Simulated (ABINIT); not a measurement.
# BaS (Fm-3m) in ABINIT: further runs

Aim: see how the results for BaS move with the level of theory and the settings. Levels: RPBE+D3(BJ), PBEsol. Tasks: equation of state, band structure.

Program: ABINIT 10.8.3 (patched build). These are calculated values, not measurements. Logs are shortened: lines on timing, memory, paths and dates and some standing lists are left out, and cuts for length are marked. The log counts tension as positive stress, the text compression.

**1. The crystal as given**

The structure is cubic, space group Fm-3m (No. 225). Conventional cell: a = 6.388 Å, b = 6.388 Å, c = 6.388 Å, α = 90.00°, β = 90.00°, γ = 90.00°. Ba (site symmetry m-3m) is surrounded by 6 S at 3.19 Å. Around S (site symmetry m-3m) lie 6 Ba at 3.19 Å.

**2. Equation of state, RPBE+D3(BJ)**

Input file run.py:

```python
import json, os
import numpy as np
from ase.eos import EquationOfState
from ase.units import GPa
from ase.calculators.mixing import SumCalculator
from dftd3.ase import DFTD3
from ase.calculators.abinit import Abinit, AbinitProfile
from ase import Atoms

atoms = Atoms(['Ba', 'S'],
              cell=[[0.0, 3.19375, 3.19375], [3.19375, 0.0, 3.19375], [3.19375, 3.19375, 0.0]],
              scaled_positions=[[0.0, 0.0, 0.0], [0.5, 0.5, 0.5]],
              pbc=True)

profile = AbinitProfile(command='abinit', pp_paths=[os.path.abspath('pseudos')])
params = dict(
    pps='pawxml', xc='PBE',
    ecut=544.2277,
    pawecutdg=1088.4554,
    kptopt=1,
    ngkpt=[7, 7, 7],
    nshiftk=1,
    shiftk=[0.0, 0.0, 0.0],
    ixc=15,
    nband=12,
    occopt=3,
    tsmear=0.05,
    nstep=100,
    tolvrs=1e-09,
    prtwf=0,
    prtden=0,
)

cell0 = atoms.cell.copy()
volumes, energies = [], []
for i, x in enumerate([0.94, 0.96, 0.98, 1.0, 1.02, 1.04, 1.06]):
    atoms.set_cell(cell0 * x ** (1 / 3), scale_atoms=True)
    atoms.calc = SumCalculator([Abinit(profile=profile, directory=f'v{i}', **params), DFTD3(method='rpbe', damping='d3bj')])
    volumes.append(atoms.get_volume() / len(atoms))
    dft, disp = atoms.calc.mixer.calcs
    energies.append((dft.get_property('free_energy', atoms) + disp.get_property('energy', atoms)) / len(atoms))
    print(f'{x:5.2f} {volumes[-1]:10.5f} A^3/atom {energies[-1]:14.6f} eV/atom', flush=True)
    json.dump(dict(volumes=volumes, energies=energies), open('results.json', 'w'))
v0, e0, b0 = EquationOfState(volumes, energies, eos='vinet').fit()
print(f'V0 {v0:.4f} A^3/atom  E0 {e0:.6f} eV/atom  B0 {b0 / GPa:.2f} GPa')
```

Potentials or basis: JTH PAW PBE v2.0.

Command:

```sh
$ python run.py
```

Output:

```text
0.94   30.62179 A^3/atom    -494.722598 eV/atom
 0.96   31.27332 A^3/atom    -494.686527 eV/atom
 0.98   31.92485 A^3/atom    -494.647781 eV/atom
 1.00   32.57637 A^3/atom    -494.607057 eV/atom
 1.02   33.22790 A^3/atom    -494.564235 eV/atom
 1.04   33.87943 A^3/atom    -494.519742 eV/atom
 1.06   34.53096 A^3/atom    -494.474211 eV/atom
V0 22.7340 A^3/atom  E0 -494.959435 eV/atom  B0 34.00 GPa
```

abinit.in:

```text
ecut 544.2277 eV
ixc 15
kptopt 1
natom 2
nband 12
ngkpt
7 7 7
nshiftk 1
nsppol 1
nstep 100
occopt 3
pawecutdg 1088.4554 eV
prtden 0
prtwf 0
shiftk
0.0 0.0 0.0
tolvrs 1e-09
tsmear 0.05 eV
#Definition of the unit cell
acell
1.00000000000000 1.00000000000000 1.00000000000000 Angstrom
rprim
0.00000000000000 3.25638845161095 3.25638845161095
3.25638845161095 0.00000000000000 3.25638845161095
3.25638845161095 3.25638845161095 0.00000000000000
chkprim 0 # Allow non-primitive cells
#Definition of the atom types
ntypat 2
znucl 16 56
#Enumerate different atomic species
typat
 2 1
pseudos "./pseudos/S.GGA_PBE-JTH.xml,
./pseudos/Ba.GGA_PBE-JTH.xml"
#Definition of the atoms
xcart
0.00000000000000 0.00000000000000 0.00000000000000
6.15368233288288 6.15368233288288 6.15368233288288
chkexit 1 # abinit.exit file in the running directory terminates after the current SCF
```

abinit.abo:

```text
.Version 10.8.3 of ABINIT
 Symmetries : space group Fm -3 m (#225); Bravais cF (face-center cubic)
================================================================================
 Values of the parameters that define the memory need of the present run
     intxc =       0    ionmov =       0      iscf =      17    lmnmax =      18
     lnmax =       6     mgfft =      36  mpssoang =       3    mqgrid =    3001
     natom =       2  nloc_mem =       2    nspden =       1   nspinor =       1
    nsppol =       1      nsym =      48    n1xccc =       1    ntypat =       2
    occopt =       3   xclevel =       2
       mpw =        2010          nfft =       46656          nkpt =          20
 PAW method is used; the additional fine FFT grid is defined by:
   mgfftf=        50    nfftf =    125000
================================================================================
================================================================================

--------------------------------------------------------------------------------
------------- Echo of variables that govern the present computation ------------
--------------------------------------------------------------------------------
 -outvars: echo values of preprocessed input variables --------
            acell      1.8897261259E+00  1.8897261259E+00  1.8897261259E+00 Bohr
              amu      3.20660000E+01  1.37327000E+02
          chkexit           1
          chkprim           0
             ecut      1.99999991E+01 Hartree
              ixc          15
         kptrlatt        7    0    0      0    7    0      0    0    7
          kptrlen      6.09183471E+01
            natom           2
            nband          12
            ngfft          36      36      36
          ngfftdg          50      50      50
             nkpt          20
            nstep         100
             nsym          48
           ntypat           2
           occopt           3
        pawecutdg      3.99999982E+01 Hartree
         pawxcdev           0
           prtden           0
            prtwf           0
            rprim      0.0000000000E+00  3.2563884516E+00  3.2563884516E+00
                       3.2563884516E+00  0.0000000000E+00  3.2563884516E+00
                       3.2563884516E+00  3.2563884516E+00  0.0000000000E+00
          spgroup         225
           tolvrs      1.00000000E-09
           tsmear      1.83746611E-03 Hartree
            typat      2  1
           useylm           1
           xangst      0.0000000000E+00  0.0000000000E+00  0.0000000000E+00
                       3.2563884516E+00  3.2563884516E+00  3.2563884516E+00
            xcart      0.0000000000E+00  0.0000000000E+00  0.0000000000E+00
                       6.1536823331E+00  6.1536823331E+00  6.1536823331E+00
             xred      0.0000000000E+00  0.0000000000E+00  0.0000000000E+00
                       5.0000000000E-01  5.0000000000E-01  5.0000000000E-01
            znucl       16.00000   56.00000

================================================================================

 chkinp: Checking input parameters for consistency.

================================================================================
== DATASET  1 ==================================================================

--- !DatasetInfo
iteration_state: {dtset: 1, }
dimensions: {natom: 2, nkpt: 20, mband: 12, nsppol: 1, nspinor: 1, nspden: 1, mpw: 2010, }
cutoff_energies: {ecut:  20.0, pawecutdg:  40.0, }
electrons: {nelect:   1.60000000E+01, charge:   0.00000000E+00, occopt:   3.00000000E+00, tsmear:   1.83746611E-03, }
meta: {optdriver: 0, ionmov: 0, optcell: 0, iscf: 17, paral_kgb: 0, }
...

 Exchange-correlation functional for the present dataset will be:
  GGA: RPBE functional - ixc=15
  Hammer, L. B. Hansen, and J. K. Norskov, PRB 59, 7413 (1999)

 Real(R)+Recip(G) space primitive vectors, cartesian coordinates (Bohr,Bohr^-1):
[... 83 lines left out ...]
xred      :
- [  0.0000E+00,   0.0000E+00,   0.0000E+00, Ba]
- [  5.0000E-01,   5.0000E-01,   5.0000E-01,  S]
cartesian_forces: # hartree/bohr
- [ -0.00000000E+00,  -0.00000000E+00,  -0.00000000E+00, ]
- [ -0.00000000E+00,  -0.00000000E+00,  -0.00000000E+00, ]
force_length_stats: {min:   0.00000000E+00, max:   0.00000000E+00, mean:   0.00000000E+00, }
...

 Integrated electronic density in atomic spheres:
 ------------------------------------------------
 Atom  Sphere_radius  Integrated_density
    1        2.31519          6.48430619
    2        1.90380          3.57776699

================================================================================

 ----iterations are completed or convergence reached----

 Mean square residual over all n,k,spin=   26.812E-08; max=  51.533E-06
 reduced coordinates (array xred) for    2 atoms
       0.000000000000      0.000000000000      0.000000000000
       0.500000000000      0.500000000000      0.500000000000
 rms dE/dt=  0.0000E+00; max dE/dt=  0.0000E+00; dE/dt below (all hartree)
    1       0.000000000000      0.000000000000      0.000000000000
    2       0.000000000000      0.000000000000      0.000000000000

 cartesian coordinates (angstrom) at end:
    1      0.00000000000000     0.00000000000000     0.00000000000000
    2      3.25638845161095     3.25638845161095     3.25638845161095

 cartesian forces (hartree/bohr) at end:
    1     -0.00000000000000    -0.00000000000000    -0.00000000000000
    2     -0.00000000000000    -0.00000000000000    -0.00000000000000
 frms,max,avg= 0.0000000E+00 0.0000000E+00   0.000E+00  0.000E+00  0.000E+00 h/b

 cartesian forces (eV/Angstrom) at end:
    1     -0.00000000000000    -0.00000000000000    -0.00000000000000
    2     -0.00000000000000    -0.00000000000000    -0.00000000000000
 frms,max,avg= 0.0000000E+00 0.0000000E+00   0.000E+00  0.000E+00  0.000E+00 e/A
 length scales=  1.889726125908  1.889726125908  1.889726125908 bohr
              =  1.000000000000  1.000000000000  1.000000000000 angstroms
 Fermi (or HOMO) energy (hartree) =   0.10867   Average Vxc (hartree)=  -0.30998
 Eigenvalues (hartree) for nkpt=  20  k points:
 kpt#   1, nband= 12, wtk=  0.00292, kpt=  0.0000  0.0000  0.0000 (reduced coord)
  -0.90261   -0.35362   -0.35362   -0.35362   -0.31231    0.06428    0.06428    0.06428
   0.19491    0.21004    0.21004    0.21004
      occupation numbers for kpt#   1
   2.00000    2.00000    2.00000    2.00000    2.00000    2.00000    2.00000    2.00000
   0.00000    0.00000    0.00000    0.00000
 prteigrs : prtvol=0 or 1, do not print more k-points.

--- !EnergyTerms
iteration_state     : {dtset: 1, }
comment             : Components of total free energy in Hartree
kinetic             :  1.34712991584407E+01
hartree             :  4.81570840664275E+00
xc                  : -1.33123006754818E+01
Ewald energy        : -3.06446265597004E+01
psp_core            :  2.22880150962304E+00
local_psp           : -1.57330822253302E+01
PAW spherical_terms :  2.94309889652472E+00
internal            : -3.62311014892813E+01
'-kT*entropy'       : -1.08791203983129E-13
total_energy        : -3.62311014892814E+01
total_energy_eV     : -9.85898496742173E+02
...

--- !EnergyTermsDC
iteration_state     : {dtset: 1, }
comment             : '"Double-counting" decomposition of free energy'
band_energy         : -4.34561181901538E+00
Ewald energy        : -3.06446265597004E+01
psp_core            :  2.22880150962304E+00
xc_dc               : -6.12725229958143E+00
PAW spherical_terms :  2.65759473751139E+00
internal            : -3.62310944311628E+01
'-kT*entropy'       : -1.08791203983129E-13
total_energy_dc     : -3.62310944311629E+01
total_energy_dc_eV  : -9.85898304680986E+02
...

--- !EnergyTermsWithPAWCore
iteration_state     : {dtset: 1, }
comment             : 'Components of total free energy, including PAW core contributions'
Total energy        : -8.53546579641539E+03
Total energy DC     : -8.53546578935727E+03
Total energy (eV)   : -2.32261856575619E+05
Total energy DC (eV): -2.32261856383558E+05
...

 Cartesian components of stress tensor (hartree/bohr^3)
  sigma(1 1)= -1.19415787E-05  sigma(3 2)=  0.00000000E+00
  sigma(2 2)= -1.19415787E-05  sigma(3 1)=  0.00000000E+00
  sigma(3 3)= -1.19415787E-05  sigma(2 1)=  0.00000000E+00

-Cartesian components of stress tensor (GPa)         [Pressure=  3.5133E-01 GPa]
- sigma(1 1)= -3.51333374E-01  sigma(3 2)=  0.00000000E+00
- sigma(2 2)= -3.51333374E-01  sigma(3 1)=  0.00000000E+00
- sigma(3 3)= -3.51333374E-01  sigma(2 1)=  0.00000000E+00

== END DATASET(S) ==============================================================
================================================================================

 -outvars: echo values of variables after computation  --------
            acell      1.8897261259E+00  1.8897261259E+00  1.8897261259E+00 Bohr
           etotal     -3.6231094431E+01
            fcart     -0.0000000000E+00 -0.0000000000E+00 -0.0000000000E+00
                      -0.0000000000E+00 -0.0000000000E+00 -0.0000000000E+00
            rprim      0.0000000000E+00  3.2563884516E+00  3.2563884516E+00
                       3.2563884516E+00  0.0000000000E+00  3.2563884516E+00
                       3.2563884516E+00  3.2563884516E+00  0.0000000000E+00
           strten     -1.1941578668E-05 -1.1941578668E-05 -1.1941578668E-05
                       0.0000000000E+00  0.0000000000E+00  0.0000000000E+00
           xangst      0.0000000000E+00  0.0000000000E+00  0.0000000000E+00
                       3.2563884516E+00  3.2563884516E+00  3.2563884516E+00
             xred      0.0000000000E+00  0.0000000000E+00  0.0000000000E+00
                       5.0000000000E-01  5.0000000000E-01  5.0000000000E-01
 Calculation completed.
```

It took 1.7 min on 1 thread of Arm Neoverse V2, shared host; peak memory 0.12 GiB.

Results:

```
Equilibrium volume : outside the volumes run
```

Energy against volume, from the lowest point:
| volume (Å³/atom) | energy (meV/atom) |
| --- | --- |
| 30.622 | 0.00 |
| 31.273 | 36.07 |
| 31.925 | 74.82 |
| 32.576 | 115.54 |
| 33.228 | 158.36 |
| 33.879 | 202.86 |
| 34.531 | 248.39 |

Caveat: this set's barium file shifts pressures by 1.5 GPa and gaps by 0.1 eV against other sets; the log and the count of SCF iterations are those of the last ABINIT call alone; the PAW data sets were made with another functional, which shifts forces and pressure a little. Spin-orbit coupling is left out, which matters for the levels of Ba.

**3. Band structure, PBEsol**

Input file run.abi:

```
# Datasets: ground state, then fixed potential
ndtset 2

# Pseudopotentials
pp_dirpath "./"
pseudos "Ba.upf, S.upf"

# Structure
acell 3*1.0 Angstrom
rprim
     0.0000000000     3.1937500000     3.1937500000
     3.1937500000     0.0000000000     3.1937500000
     3.1937500000     3.1937500000     0.0000000000
ntypat 2
znucl 56 16
natom 2
typat 1 2
xcart
     0.0000000000     0.0000000000     0.0000000000
     3.1937500000     3.1937500000     3.1937500000 Angstrom

# Plane-wave basis
ecut 26.0

# Exchange and correlation
ixc -116133

# Bands and occupations
occopt 3
tsmear 0.05 eV

# SCF cycle
nstep 100

# Output
iomode 3
prtwf 0
prteig 0
prtebands 0
enunit 1
prtden1 1

# Dataset 1
kptopt1 1
ngkpt1 7 7 7
nshiftk1 1
shiftk1 0.0 0.0 0.0
nband1 12
tolvrs1 1.0e-10

# Dataset 2: bands along G-X-W-K-G-L-U-W-L-K
iscf2 -2
getden2 1
nband2 16
nbdbuf2 2
tolwfr2 1.0e-12
kptopt2 -9
ndivsm2 8
prteig2 1
kptbounds2
     0.0000000000     0.0000000000     0.0000000000
     0.5000000000     0.0000000000     0.5000000000
     0.5000000000     0.2500000000     0.7500000000
     0.3750000000     0.3750000000     0.7500000000
     0.0000000000     0.0000000000     0.0000000000
     0.5000000000     0.5000000000     0.5000000000
     0.6250000000     0.2500000000     0.6250000000
     0.5000000000     0.2500000000     0.7500000000
     0.5000000000     0.5000000000     0.5000000000
     0.3750000000     0.3750000000     0.7500000000
```

Potentials or basis: PseudoDojo NC SR PBEsol v0.4.1 standard.

Command:

```sh
$ abinit run.abi > log 2>&1
```

Run time: 1.7 min. Hardware: 1 thread of Arm Neoverse V2, shared host; peak memory 0.16 GiB.

Results (log left out):

| Item | Value |
| --- | --- |
| Free energy | -1068.4766 eV |
| Pressure | -0.9 GPa |
| Band gap on the k mesh | 2.08 eV, indirect (least direct gap 2.22 eV) |
| Band gap along the path | 2.02 eV, indirect (least direct gap 2.15 eV) |
| Valence electrons inside the program's atomic spheres | Ba 5.26; S 3.89 |

Levels at the corners of the path, in eV from the valence-band top:
| point | band 6 | band 7 | band 8 | band 9 | band 10 | band 11 |
| --- | --- | --- | --- | --- | --- | --- |
| Γ | 0.00 | 0.00 | 0.00 | 3.44 | 3.82 | 3.82 |
| X | -0.52 | -0.13 | -0.13 | 2.02 | 5.93 | 5.96 |
| W | -1.12 | -0.49 | -0.49 | 4.21 | 4.21 | 6.28 |
| K | -0.95 | -0.60 | -0.53 | 3.21 | 5.89 | 6.57 |
| Γ | 0.00 | 0.00 | 0.00 | 3.44 | 3.82 | 3.82 |
| L | -1.96 | -1.08 | -1.08 | 5.50 | 5.50 | 6.30 |
| U | -0.95 | -0.60 | -0.53 | 3.21 | 5.89 | 6.57 |
| W | -1.12 | -0.49 | -0.49 | 4.21 | 4.21 | 6.28 |
| L | -1.96 | -1.08 | -1.08 | 5.50 | 5.50 | 6.30 |
| K | -0.95 | -0.60 | -0.53 | 3.21 | 5.89 | 6.57 |

Caveat: this release of the barium file is off; spin-orbit coupling is left out, which moves the levels of the heavy elements.
